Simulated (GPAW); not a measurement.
Hf:

```
Hf
1.0
     4.96233    0.00000    0.00000
    -2.48116    4.29750    0.00000
     0.00000    0.00000    3.08623
Hf
3
Cartesian
  0.0000 0.0000 0.0000
  0.0000 2.8650 1.5431
  2.4812 1.4325 1.5431
```

This isn't the form of Hf at room conditions, which is hcp.

| Property | Result |
| --- | --- |
| Program | GPAW 26.7.0 |
| Task | relaxation of cell and atoms |
| Functional | PBEsol |
| Dispersion | D3 |
| Potentials or basis | PAW data sets generated in the run's folder for this functional |
| Cutoff | 600 eV |
| Basis | pw |
| k mesh | 5 × 5 × 6 |
| Occupations | fermi-dirac, width 0.05 eV |
| Spin | no spin polarisation |

At the start: pressure -5.5 GPa; volume 21.94 Å³/atom.

Task: Where does the relaxation end?

Result: Over 4 steps the energy falls by 19.8 meV/atom and the volume is 20.85 Å³/atom (-4.9 %); space group P6/mmm (No. 191, to 0.05 Å).

The path:
```tsv
step	energy change (eV)	largest force (eV/Å)	pressure (GPa)	volume (Å³)
1	0.0000	0.0000	-5.52	65.82
2	-0.0222	0.0000	-4.43	65.11
3	-0.0592	0.0000	0.22	62.44
4	-0.0593	0.0000	0.00	62.56
```

Final structure:
```
Hf
1.0
     4.87705    0.00000    0.00000
    -2.43853    4.22365    0.00000
     0.00000    0.00000    3.03697
Hf
3
Direct
  0.00000 0.00000 0.00000
  0.33333 0.66667 0.50000
  0.66667 0.33333 0.50000
```

Caveat: later steps reuse the first step's grids; pairwise dispersion overbinds metals, which lowers pressure and volume.
